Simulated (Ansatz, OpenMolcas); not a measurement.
# Predicting a hybrid from its neighbours: C4H6 (Bicyclo[1.1.0]butane)

C4H6 has 10 atoms, charge 0, and is taken as a singlet. SMILES: `C1C2CC12`. Geometry: relaxed at PBE0-D4/def2-TZVP.

The HOMO–LUMO gap y, in eV, basis cc-pVDZ; a is the functional's share of exact exchange. Programs: Ansatz 0.2.0, OpenMolcas 26.06.

| functional | program | a | y (eV) |
| --- | --- | --- | --- |
| TPSS | OpenMolcas | 0 | 7.35 |
| PBE | Ansatz | 0 | 7.04 |
| B3LYP | Ansatz | 0.2 | 8.59 |
| r2SCAN0 | Ansatz | 0.25 | 9.80 |
| PBE0 | Ansatz | 0.25 | ? |
| BHLYP | Ansatz | 0.5 | 11.00 |

Problem. Fit y = c + s·a to the known rows and predict PBE0.

Solution. 
1. Means of the 5 rows: a = 0.1900, y = 8.756.
2. Σ(Δa)² = 0.172, Σ(Δa·Δy) = 1.3498, so the slope is 1.3498/0.172 = 7.8477.
3. Intercept: 8.756 − (7.8477) × 0.1900 = 7.265. The largest residual of the fit is 0.57.
4. PBE0: 7.265 + (7.8477) × 0.25 = 9.23 eV.

The run gave 9.17 eV, so the prediction is off by +0.06 eV, within the largest residual. Exact exchange lowers occupied levels and raises empty ones.
